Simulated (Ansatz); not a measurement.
input.yaml

```yaml
crystal:
  lattice:
    - [3.3456675442, 0.0, 0.0]
    - [0.0, 5.7118506765, 0.0]
    - [0.0, 0.0, 3.9213719742]
  atoms:
    - { symbol: Sn, position: [0.0, 0.234737235, 0.5269391839] }
    - { symbol: Sn, position: [0.5, 0.765262765, 0.0269391839] }
    - { symbol: O, position: [0.0, 0.883358093, 0.7230618161] }
    - { symbol: O, position: [0.5, 0.116641907, 0.2230618161] }
basis:
  ecutwfc: 420
kpoints:
  mp_grid: { grid: [8, 6, 6] }
  band_path:
    path:
      - [[0.0, 0.0, 0.0], [0.5, 0.0, 0.0], [0.5, 0.5, 0.0], [0.0, 0.5, 0.0], [0.0, 0.0, 0.0], [0.0, 0.0, 0.5], [0.5, 0.0, 0.5], [0.5, 0.5, 0.5], [0.0, 0.5, 0.5], [0.0, 0.0, 0.5]]
      - [[0.5, 0.0, 0.0], [0.5, 0.0, 0.5]]
      - [[0.0, 0.5, 0.0], [0.0, 0.5, 0.5]]
      - [[0.5, 0.5, 0.0], [0.5, 0.5, 0.5]]
    npoints: 10
hamiltonian:
  xc: pbe
  dispersion: d3bj
scf:
  occupations: { method: gaussian, width: 0.02 }
output:
  forces: true
  stress: true
  eigenvalues: true
  populations: true
  dos: { projected: true, de: 0.02 }
  bader: false
  write_density: true
  write_potential: true
  elf: true
  volumetric_format: npy
magnetization:
  noncollinear: true
  spin_orbit: true
```

Command:
```bash
ansatz run input.yaml --threads 1 --pin off --max-ram 2560MiB --backend cpu --events-out ev --progress --plain --runs-dir out
```

Computed with Ansatz, DFT PBE+D3(BJ), spin-orbit coupling, plane waves, PAW.

Part of what the program printed, abridged:

```
Pseudopotentials: kind: paw_fr
Pseudopotential: Sn, paw_fr, valence charge 14, recommended cutoff 420 eV (normal)#standard-fr
Pseudopotential: O, paw_fr, valence charge 6, recommended cutoff 420 eV (normal)#standard-fr
Functional definition: PBE
non-collinear run that drives no moment, with spin-orbit: no starting moment large enough to seed its density (crystal.atoms[].spin), no starting occupations that ask for one, no magnetisation constraint and no magnetic field, so the semilocal B_xc is pinned to zero
Crystal: 4 atoms, lattice volume = 74.937 Å³
Basis set: ecut = 420 eV, 1473 PW (Γ), exchange–correlation on 48×80×54 points (8 copies of the dense FFT grid, shifted against one another)
Bands: 48, of which v1, the nominal top of the filled ones, is band 40 counted from 1 (39 counted from 0)
Symmetry: 4 space group operations + 4 with time reversal
Magnetic group: BNS 31.124 (UNI 222), of the structure as read, at distance tolerance 4.2e-5 Å
k-points: 80 of 288 (time reversal used)
Projection manifold: j_resolved (fully-relativistic pseudo-atomic orbitals)
Initial density: superposition of atomic densities (chi_scale 0.1, normalization cell, long waves kept (reshape's long-wave potential 0.34 eV rms))
Initial wavefunctions: pseudopotential atomic-orbital guess
Functional: x = pbe(κ = 0.804, μ = 0.21951497), c = pbe(β = 0.06672455)
SCF iter   1: F=—  HF=-13188.875680 eV  |F-HF|=—  |Δ(HF+E_count)|=         —  Δρ=4.88e-2  dr2=2.47e0  dr2_m=0.00e0 (ungated) ethr=3.10e-3  |M|=0.00e0 ∫|m|=0.00e0 μB  |m|>n=0.0e0 m-floor=0.0e0 τ_xc=0.0e0  β_m=0.30  ⟨swp⟩=8.0  Hψ=19086  notcnv=0
SCF iter   2: F=—  HF=-13188.301933 eV  |F-HF|=—  |Δ(HF+E_count)|=   5.74e-1  Δρ=2.62e-2  dr2=4.82e-1  dr2_m=0.00e0 (ungated) ethr=3.10e-3  |M|=0.00e0 ∫|m|=0.00e0 μB  |m|>n=0.0e0 m-floor=0.0e0 τ_xc=0.0e0  β_m=0.34  ⟨swp⟩=3.0  Hψ=8378  notcnv=0  defer=290
SCF iter   3: F=—  HF=-13188.232598 eV  |F-HF|=—  |Δ(HF+E_count)|=   6.93e-2  Δρ=1.69e-2  dr2=1.28e-1  dr2_m=0.00e0 (ungated) ethr=1.20e-3  |M|=0.00e0 ∫|m|=0.00e0 μB  |m|>n=0.0e0 m-floor=0.0e0 τ_xc=0.0e0  β_m=0.42  ⟨swp⟩=2.0  Hψ=5079  notcnv=0  defer=290
SCF iter   4: F=—  HF=-13188.229256 eV  |F-HF|=—  |Δ(HF+E_count)|=   3.34e-3  Δρ=5.19e-3  dr2=1.24e-2  dr2_m=0.00e0 (ungated) ethr=3.19e-4  |M|=0.00e0 ∫|m|=0.00e0 μB  |m|>n=0.0e0 m-floor=0.0e0 τ_xc=0.0e0  β_m=0.49  ⟨swp⟩=3.2  Hψ=7181  notcnv=0  defer=290
SCF iter   5: F=—  HF=-13188.231994 eV  |F-HF|=—  |Δ(HF+E_count)|=   2.74e-3  Δρ=1.04e-3  dr2=3.93e-4  dr2_m=0.00e0 (ungated) ethr=3.11e-5  |M|=0.00e0 ∫|m|=0.00e0 μB  |m|>n=0.0e0 m-floor=0.0e0 τ_xc=0.0e0  β_m=0.51  ⟨swp⟩=3.0  Hψ=5989  notcnv=0  defer=292
SCF iter   6: F=—  HF=-13188.232217 eV  |F-HF|=—  |Δ(HF+E_count)|=   2.23e-4  Δρ=2.05e-4  dr2=1.32e-5  dr2_m=0.00e0 (ungated) ethr=9.83e-7  |M|=0.00e0 ∫|m|=0.00e0 μB  |m|>n=0.0e0 m-floor=0.0e0 τ_xc=0.0e0  β_m=0.65  ⟨swp⟩=2.1  Hψ=5092  notcnv=0  defer=292
SCF iter   7: F=—  HF=-13188.232232 eV  |F-HF|=—  |Δ(HF+E_count)|=   1.46e-5  Δρ=4.23e-5  dr2=8.75e-7  dr2_m=0.00e0 (ungated) ethr=3.30e-8  |M|=0.00e0 ∫|m|=0.00e0 μB  |m|>n=0.0e0 m-floor=0.0e0 τ_xc=0.0e0  β_m=0.64  ⟨swp⟩=2.4  Hψ=5916  notcnv=0  defer=292
SCF iter   8: F=-13188.232232 eV  HF=-13188.232232 eV  |F-HF|=1.69e-8  |Δ(HF+E_count)|=   3.56e-7  Δρ=7.83e-6  dr2=2.85e-8  dr2_m=0.00e0 (ungated) ethr=2.50e-10  |M|=0.00e0 ∫|m|=0.00e0 μB  |m|>n=0.0e0 m-floor=0.0e0 τ_xc=0.0e0  ⟨swp⟩=17.4  Hψ=33926  notcnv=0
SCF 1 converged in 8 iterations: F = -13188.232232 eV  dr2 = 2.85e-8
SCF converged after 8 iterations
Magnetization: |M| = 0.0000 μB, M = (+0.0000, +0.0000, +0.0000) μB
Absolute magnetization: 0.0000 μB (∫|m|)
  site 0: m = (+0.0000, +0.0000, +0.0000) μB, |m| = 0.0000 μB  (R = 0.89 Å)
  site 1: m = (+0.0000, +0.0000, +0.0000) μB, |m| = 0.0000 μB  (R = 0.89 Å)
  site 2: m = (+0.0000, +0.0000, +0.0000) μB, |m| = 0.0000 μB  (R = 0.89 Å)
  site 3: m = (+0.0000, +0.0000, +0.0000) μB, |m| = 0.0000 μB  (R = 0.89 Å)
Free energy (F): -13188.232232 eV
Harris-Foulkes:  -13188.232232 eV  (|F-HF|=1.69e-8)
Internal energy: -13188.232232 eV  (E = F + TS)
E sigma→0 (E₀):  -13188.232232 eV
Fermi energy:    8.808846 eV
--- Per-component energies (eV) ---
  E_band       = -220.201226
  E_kinetic    = 722.124726
  E_local      = -2824.837906  (includes V_loc(G=0)·N_el)
  E_nonlocal   = 32.188227
  E_hartree    = 1505.206464
  E_xc         = -913.094932
  E_vxc        = -380.053056  (∫ρ·V_xc dr)
  E_paw        = -8592.049348  (= ΣΔE_a)
  E_vpaw       = -780.044393  (= ΣTr[D̂ρ^β])
  E_aug_tail   = 0.004812  (compensation charges beyond the density's cutoff)
  E_ewald      = -3116.888444
  E_disp       = -0.885832  (pairwise vdW)
  E_smearing   =  0.000000  (= −TS)
--- Forces (eV/Å), atoms counted from 1 ---
  atom   1  Sn     0.00000000    -0.00600572    -0.00112777
  atom   2  Sn     0.00000000     0.00600572    -0.00112777
  atom   3  O      0.00000000     0.00746616     0.00108394
  atom   4  O      0.00000000    -0.00746616     0.00108394
--- Stress (GPa, compression-positive) ---
       -0.057533       0.000000       0.000000
        0.000000      -0.049078       0.000000
        0.000000       0.000000      -0.038354
  P = ⅓ Tr σ = -0.0483 GPa (-0.483 kbar)
--- Band table (eV; the first three rows and the last of 80) ---
  k-point 0: bands = ["-13.3606", "-13.3606", "-13.2311", "-13.2311", "-13.1711", "-13.1711", "-13.1285", "-13.1285", "-12.3716", "-12.3716", "-12.2378", "-12.2378", "-12.1773", "-12.1773", "-12.1172", "-12.1172", "-12.0939", "-12.0939", "-12.0563", "-12.0563", "-10.7114", "-10.7114", "-8.8411", "-8.8411", "0.8726", "0.8726", "2.1815", "2.1815", "3.9091", "3.9091", "4.2546", "4.2546", "4.5854", "4.5854", "5.5690", "5.5690", "6.0497", "6.0497", "8.1865", "8.1865", "11.3520", "11.3520", "11.6006", "11.6006", "14.2209", "14.2209", "14.6660", "14.6660"]
  k-point 1: bands = ["-13.3522", "-13.3522", "-13.2379", "-13.2379", "-13.1687", "-13.1687", "-13.1338", "-13.1338", "-12.3672", "-12.3672", "-12.2511", "-12.2511", "-12.1745", "-12.1745", "-12.1297", "-12.1297", "-12.0920", "-12.0920", "-12.0610", "-12.0610", "-10.5633", "-10.5633", "-8.9491", "-8.9491", "0.8456", "0.8456", "2.1481", "2.1481", "3.6893", "3.6893", "4.3636", "4.3636", "4.7457", "4.7457", "5.5123", "5.5123", "6.3674", "6.3674", "7.8050", "7.8050", "11.1313", "11.1313", "11.6533", "11.6533", "13.3659", "13.3659", "14.5660", "14.5660"]
  k-point 2: bands = ["-13.3283", "-13.3283", "-13.2600", "-13.2600", "-13.1627", "-13.1627", "-13.1450", "-13.1450", "-12.3528", "-12.3528", "-12.2874", "-12.2874", "-12.1674", "-12.1674", "-12.1477", "-12.1477", "-12.0852", "-12.0852", "-12.0684", "-12.0684", "-10.1849", "-10.1849", "-9.2573", "-9.2573", "0.8959", "0.8959", "1.7539", "1.7539", "3.8669", "3.8669", "4.6514", "4.6514", "4.9800", "4.9800", "5.3269", "5.3269", "6.7287", "6.7287", "7.0053", "7.0053", "10.7378", "10.7378", "11.3574", "11.3574", "12.8936", "12.8936", "14.3755", "14.3755"]
  k-point 79: bands = ["-13.3589", "-13.3589", "-13.3385", "-13.3385", "-13.1817", "-13.1817", "-13.1230", "-13.1230", "-12.3809", "-12.3809", "-12.3678", "-12.3678", "-12.1684", "-12.1684", "-12.1202", "-12.1202", "-12.0701", "-12.0701", "-12.0585", "-12.0585", "-9.1219", "-9.1219", "-9.0974", "-9.0974", "1.0258", "1.0258", "1.0617", "1.0617", "3.9250", "3.9250", "3.9518", "3.9518", "4.4669", "4.4669", "4.5013", "4.5013", "7.7093", "7.7093", "7.7178", "7.7178", "10.6011", "10.6011", "10.6107", "10.6107", "12.2761", "12.2761", "12.5423", "12.5423"]
--- Löwdin populations: 4 sites ---
  site symbol q [e]
     0     Sn     13.1649
     1     Sn     13.1649
     2      O      6.7636
     3      O      6.7636
  spilling = 0.003573 (of n_electrons = 40.000000)
```

Self-consistency was reached.

It took 4.8 min on 1 thread of Intel(R) Xeon(R) Processor @ 2.50GHz (Skylake/Cascade Lake), with other jobs on the host, peak memory 0.85 GiB.